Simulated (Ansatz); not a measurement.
Free-standing sheet of SnO:

```yaml
crystal:
  lattice:
    - [3.82065, 0.00001, 0.00000]
    - [-0.00001, 3.82065, 0.00000]
    - [0.00000, 0.00000, 30.63443]
  periodic: [true, true, false]
  atoms:
    - { symbol: Sn, position: [0.99985, 0.99985, 0.46142] }
    - { symbol: O, position: [0.99985, 0.49985, 0.50000] }
    - { symbol: O, position: [0.49985, 0.99985, 0.50000] }
    - { symbol: Sn, position: [0.49985, 0.49985, 0.53858] }
```

All numbers below come from DFT PBE+D3(BJ), scalar-relativistic, plane waves, PAW (Ansatz 0.2.0). Plane waves to 420 eV, a k mesh through Γ of 6×6×1 on the computed 4-atom cell and Gaussian smearing (0.02 eV); no spin polarisation. The sheet is isolated along c (Coulomb cut-off).

Without a field its gap is 3.05 eV.

Task: An external electric field is applied along +c with the atoms held. How do the gap, the energy and the largest force respond?

Result:
| field (V/Å) | gap | ΔE (meV/cell) | largest force (eV/Å) |
| --- | --- | --- | --- |
| -0.20 | 3.04 eV | -7.9 | 0.087 |
| +0.10 | 3.04 eV | -2.0 | 0.043 |
| +0.20 | 3.04 eV | -7.9 | 0.087 |
| +0.35 | 2.97 eV | -24.1 | 0.154 |

Cost: 5 runs of about 1.5 core-minutes in all, on Intel Xeon 6975P-C (Granite Rapids), AMD EPYC 9R45 (Zen 5) (shared hosts).